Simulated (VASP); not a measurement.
A run of VASP 6.6.1 is set up as follows.

Contents of INCAR:

```
SYSTEM = PbSe
ALGO = Fast
EDIFF = 1E-7
EDIFFG = -0.01
ENCUT = 600
GGA = PE
IBRION = 2
ISIF = 2
ISMEAR = 0
LASPH = .True.
LCHARG = .False.
LREAL = .False.
LWAVE = .False.
NELM = 80
NSW = 40
PREC = Accurate
SIGMA = 0.03
```

KPOINTS

```
k-points
0
Gamma
  8 8 8
  0 0 0
```

The input POSCAR:

```
PbSe                                    
1.0
    0.0000000000      3.1088316880      3.1088316880
    3.1088316880      0.0000000000      3.1088316880
    3.1088316880      3.1088316880      0.0000000000
  Pb              Se            
     1     1
Direct
     0.0000000000000000    0.0000000000000000    0.0000000000000000
     0.5000000000000000    0.5000000000000000    0.5000000000000000
```

Potentials or basis: VASP PAW PBE potentials, release 64 (Pb_d, Se).

Command:

```sh
$ cat potpaw_PBE.64/Pb_d/POTCAR potpaw_PBE.64/Se/POTCAR > POTCAR
$ mpirun -np 1 vasp_std > vasp.out
```

Question: What does it give for the band gap on the k mesh?

Answer: 0.44 eV, direct.

Final structure:
```yaml
crystal:
  lattice:
    - [0.00000, 3.10883, 3.10883]
    - [3.10883, 0.00000, 3.10883]
    - [3.10883, 3.10883, 0.00000]
  atoms:
    - { symbol: Pb, position: [0.00000, 0.00000, 0.00000] }
    - { symbol: Se, position: [0.50000, 0.50000, 0.50000] }
```

Caveat: the relaxation stopped at its first step, so nothing moved; spin-orbit coupling is left out, which as a rule narrows the gap of such compounds by several tenths of an eV.

**Measured values to compare with.**

A printed reference work, monograph reports, for a bulk crystal of PbSe at 300 K: band gap 0.28 eV (direct).

A measured gap of PbSe is 0.28 eV (direct; 300 K; a printed reference work, monograph); the calculated 0.44 eV misses it by +0.16 eV. 2 values of this kind are on record (0.15 to 0.28 eV); this one was drawn at random. Spin-orbit coupling on Pb, Se is left out. The value is that of PBE on a finite k mesh, which can miss the band edges, without temperature or zero-point motion.
